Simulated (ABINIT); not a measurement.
# InAs (F-43m) in ABINIT: further runs, part 2 of 3

ABINIT 10.8.3 (patched build). Earlier steps stand in the parts before.

**3. Band structure, r2SCAN**

Contents of run.abi:

```
# Datasets: ground state, then fixed potential
ndtset 2

# Pseudopotentials
pp_dirpath "./"
pseudos "In.GGA_PBE-JTH_sp.xml, As.GGA_PBE-JTH_sp.xml"

# Structure
acell 8.0655335175 8.0655335175 8.0655335175
rprim
     0.0000000000     0.7071067812     0.7071067812
     0.7071067812     0.0000000000     0.7071067812
     0.7071067812     0.7071067812     0.0000000000
ntypat 2
znucl 49 33
natom 2
typat 1 2
xred
     0.0000000000     0.0000000000     0.0000000000
     0.7500000000     0.7500000000     0.7500000000

# Plane-wave basis
ecut 18.0
pawecutdg 36.0

# Exchange and correlation
ixc -497498
usekden 1
pawxcdev 0

# Bands and occupations
occopt 3
tsmear 0.05 eV

# SCF cycle
nstep 100

# Output
iomode 3
prtwf 0
prteig 0
prtebands 0
enunit 2
prtden1 1
prtkden1 1

# Dataset 1
kptopt1 1
ngkpt1 8 8 8
nshiftk1 1
shiftk1 0.0 0.0 0.0
nband1 8
tolvrs1 1.0e-8

# Dataset 2: bands along G-X-W-K-G-L-U-W-L-K
iscf2 -2
getden2 1
getkden2 1
nband2 12
nbdbuf2 2
tolwfr2 1.0e-12
kptopt2 -9
ndivsm2 8
prteig2 1
kptbounds2
     0.0000000000     0.0000000000     0.0000000000
     0.5000000000     0.0000000000     0.5000000000
     0.5000000000     0.2500000000     0.7500000000
     0.3750000000     0.3750000000     0.7500000000
     0.0000000000     0.0000000000     0.0000000000
     0.5000000000     0.5000000000     0.5000000000
     0.6250000000     0.2500000000     0.6250000000
     0.5000000000     0.2500000000     0.7500000000
     0.5000000000     0.5000000000     0.5000000000
     0.3750000000     0.3750000000     0.7500000000
```

Potentials or basis: JTH PAW PBE v2.0 sp.

Run with:

```console
$ abinit run.abi > log 2>&1
```

run.abo:

```text
.Version 10.8.3 of ABINIT
 DATASET    1 : space group F-4 3 m (#216); Bravais cF (face-center cubic)
================================================================================
 Values of the parameters that define the memory need for DATASET  1.
     intxc =       0    ionmov =       0      iscf =      17    lmnmax =      13
     lnmax =       5     mgfft =      32  mpssoang =       3    mqgrid =    3001
     natom =       2  nloc_mem =       2    nspden =       1   nspinor =       1
    nsppol =       1      nsym =      24    n1xccc =       1    ntypat =       2
    occopt =       3   xclevel =       2
       mpw =        1366          nfft =       32768          nkpt =          29
 PAW method is used; the additional fine FFT grid is defined by:
   mgfftf=        45    nfftf =     91125
================================================================================
================================================================================

 DATASET    2 : space group F-4 3 m (#216); Bravais cF (face-center cubic)
================================================================================
 Values of the parameters that define the memory need for DATASET  2.
     intxc =       0    ionmov =       0      iscf =      -2    lmnmax =      13
     lnmax =       5     mgfft =      32  mpssoang =       3    mqgrid =    3001
     natom =       2  nloc_mem =       2    nspden =       1   nspinor =       1
[... 1504 lines left out ...]
 -13.03290   -2.04824   -1.08933   -1.08933    0.76692    3.13850    3.94831    3.94831
   7.89152    8.16345    9.31153   10.64158
 kpt#   6, nband= 12, wtk=  1.00000, kpt=  0.1087  0.0000  0.1087 (reduced coord)
 -12.98008   -2.39106   -1.22979   -1.22979    1.09437    2.96414    4.15971    4.15971
[... 386 lines left out ...]
 -11.42542   -6.51854   -4.02281   -2.52103    1.88943    4.48023    6.20712    6.21666
   8.01900    9.54738   11.70796   13.18731
 kpt# 136, nband= 12, wtk=  1.00000, kpt=  0.4018  0.4018  0.6964 (reduced coord)
 -11.37524   -6.52834   -4.13699   -2.60659    1.82457    4.48122    6.32042    6.51338
   7.84365    9.51000   12.21971   13.36664
 kpt# 137, nband= 12, wtk=  1.00000, kpt=  0.3929  0.3929  0.7143 (reduced coord)
 -11.33152   -6.54941   -4.20068   -2.68448    1.75617    4.35467    6.58221    6.79355
   7.68425    9.51899   12.69415   13.53528
 kpt# 138, nband= 12, wtk=  1.00000, kpt=  0.3839  0.3839  0.7321 (reduced coord)
 -11.29756   -6.57641   -4.21559   -2.75318    1.69174    4.15119    6.92208    7.04179
   7.55572    9.58709   13.00477   13.76528
 kpt# 139, nband= 12, wtk=  1.00000, kpt=  0.3750  0.3750  0.7500 (reduced coord)
 -11.27666   -6.60114   -4.18667   -2.81143    1.63568    3.91292    7.17928    7.24323
   7.57171    9.72633   13.04355   14.04252

== END DATASET(S) ==============================================================
================================================================================

 -outvars: echo values of variables after computation  --------
            acell      8.0655335175E+00  8.0655335175E+00  8.0655335175E+00 Bohr
           etotal1     2.1700675343E+01
            fcart1    -6.6098114141E-28 -9.4425877344E-29  8.4983289609E-28
                       6.6098114141E-28  9.4425877344E-29 -8.4983289609E-28
            rprim      0.0000000000E+00  7.0710678120E-01  7.0710678120E-01
                       7.0710678120E-01  0.0000000000E+00  7.0710678120E-01
                       7.0710678120E-01  7.0710678120E-01  0.0000000000E+00
           strten1    -1.2164157017E-04 -1.2164157017E-04 -1.2164157017E-04
                       0.0000000000E+00  0.0000000000E+00  0.0000000000E+00
           xangst      0.0000000000E+00  0.0000000000E+00  0.0000000000E+00
                       4.5269999970E+00  4.5269999970E+00  4.5269999970E+00
             xred      0.0000000000E+00  0.0000000000E+00  0.0000000000E+00
                       7.5000000000E-01  7.5000000000E-01  7.5000000000E-01
 Calculation completed.
```

Wall time 2.1 min (1 thread of Arm Neoverse V2, shared host); peak memory 0.15 GiB.

Results:

| Quantity | Value |
| --- | --- |
| Free energy | 590.5055 eV |
| Band gap on the k mesh | 0.32 eV, direct |

Levels at the corners of the path, in eV from the valence-band top:
| point | band 1 | band 2 | band 3 | band 4 | band 5 | band 6 | band 7 | band 8 | band 9 |
| --- | --- | --- | --- | --- | --- | --- | --- | --- | --- |
| Γ | -12.33 | 0.00 | 0.00 | 0.00 | 0.32 | 4.33 | 4.33 | 4.33 | 8.22 |
| X | -10.45 | -5.96 | -2.40 | -2.40 | 1.82 | 2.37 | 10.01 | 10.01 | 10.01 |
| W | -10.42 | -5.79 | -3.08 | -2.95 | 4.63 | 4.69 | 5.58 | 6.56 | 10.48 |
| K | -10.48 | -5.80 | -3.39 | -2.01 | 2.43 | 4.71 | 7.98 | 8.04 | 8.37 |
| Γ | -12.33 | 0.00 | 0.00 | 0.00 | 0.32 | 4.33 | 4.33 | 4.33 | 8.22 |
| L | -10.99 | -5.90 | -1.02 | -1.02 | 1.36 | 5.08 | 5.08 | 7.40 | 9.85 |
| U | -10.48 | -5.80 | -3.39 | -2.01 | 2.43 | 4.71 | 7.98 | 8.04 | 8.37 |
| W | -10.42 | -5.79 | -3.08 | -2.95 | 4.63 | 4.69 | 5.58 | 6.56 | 10.48 |
| L | -10.99 | -5.90 | -1.02 | -1.02 | 1.36 | 5.08 | 5.08 | 7.40 | 9.85 |
| K | -10.48 | -5.80 | -3.39 | -2.01 | 2.43 | 4.71 | 7.98 | 8.04 | 8.37 |

Caveat: totals of a meta-GGA on PAW files have another zero than those of a GGA; spin-orbit coupling is left out, which moves the levels of the heavy elements; this set keeps more shells in the core, which shifts pressures and gaps; the atomic spheres overlap.

[end of part 2 of 3]
